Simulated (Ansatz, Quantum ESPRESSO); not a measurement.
## AlNi: 3 runs at one level of theory

```
Ni Al
1.0
     2.88100    0.00000    0.00000
     0.00000    2.88100    0.00000
     0.00000    0.00000    2.88100
Ni Al
1 1
Direct
  0.50000 0.50000 0.50000
  0.00000 0.00000 0.00000
```

Alike in all runs: task band structure; functional PBE; k mesh 9 × 9 × 9; occupations fermi-dirac, width 0.05 eV; collinear spin, ferromagnetic start; no spin-orbit coupling. Pressure is positive in compression and, in plane waves, holds the error of the finite cutoff, which Ansatz's Pulay term estimates and takes out.

| program and potentials | plane-wave cutoff (eV) | notes | pressure (GPa) | net moment per atom (μB) |
| --- | --- | --- | --- | --- |
| Ansatz, Ansatz PAW | 420 | Pulay term of +0.06 GPa included | 1.95 | 0.00 |
| Ansatz, all-electron LAPW, scalar-relativistic | - | - | 1.91 | 0.00 |
| Quantum ESPRESSO, PseudoDojo 0.4.1 SR PBE standard | 1333 | - | 1.82 | 0.00 |

The pressure spans 1.82 (Quantum ESPRESSO, PseudoDojo 0.4.1 SR PBE standard) to 1.95 GPa (Ansatz, Ansatz PAW), with all-electron results at 1.91. All agree on the net moment per atom. The state is the one that the start led to, which needn't be the lowest.

Differences between rows come from potentials, basis sets and numerical settings, since the functional is the same but for its coding. Runs on potential files found faulty are left out.

All three runs put the cell under modest compression, so at this level of theory B2 NiAl would relax to a lattice constant slightly above 2.88100 Å. The all-electron pressure lies between the two pseudized values, and the spread is small beside the pressure itself. The sign of the stress therefore doesn't hinge on the treatment of the core, and in so stiff an intermetallic the remaining differences would shift the equilibrium lattice constant very little.

The ferromagnetic start collapses to zero moment in every run, in contrast to elemental nickel, which is a ferromagnet. The usual explanation is hybridization of Ni 3d with Al s and p states, which leaves the d-derived bands nearly full and the Fermi level above their main peak. The density of states there is then too low to meet the Stoner criterion. Nickel also has only aluminium as nearest neighbours in the ordered structure, which weakens direct Ni–Ni d overlap. Pressure at a single volume fixes neither the equilibrium lattice constant nor the bulk modulus.
